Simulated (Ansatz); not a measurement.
Here is an Ansatz 0.2.0 calculation.

Contents of input.yaml:

```yaml
crystal:
  lattice:
    - [2.0, 1.1547005384, 8.44]
    - [-2.0, 1.1547005384, 8.44]
    - [0.0, -2.3094010768, 8.44]
  atoms:
    - { symbol: In, position: [0.8886, 0.8886, 0.8886] }
    - { symbol: In, position: [0.0, 0.0, 0.0] }
    - { symbol: Se, position: [0.1719, 0.1719, 0.1719] }
    - { symbol: Se, position: [0.3835, 0.3835, 0.3835] }
hamiltonian:
  xc: lda
  pseudopotentials: { kind: paw }
kpoints:
  mp_grid: { grid: [8, 8, 8] }
scf:
  occupations: { method: fermi_dirac, width: 0.05 }
output:
  forces: true
  stress: true
  eigenvalues: true
  write_density: true
  write_potential: true
  elf: true
  volumetric_format: npy
relax:
  f_tol: 0.01
  max_steps: 40
  cell: { stress_tol: 0.05 }
```

Potentials or basis: Ansatz PAW.

Command:

```bash
$ ansatz run input.yaml --threads 2 --pin off --max-ram 5632MiB --backend cpu --events-out ev --progress --plain --runs-dir out
```

(1) What does it give for the relaxed cell?

(2) Estimate the space group after relaxing (to 0.05 Å).

Results:

(1) a = 8.450 Å, b = 8.450 Å, c = 8.450 Å, α = 27.20°, β = 27.20°, γ = 27.20°.

(2) R3m (No. 160).

Caveat: spin-orbit coupling is left out, which moves the levels of the heavy elements.
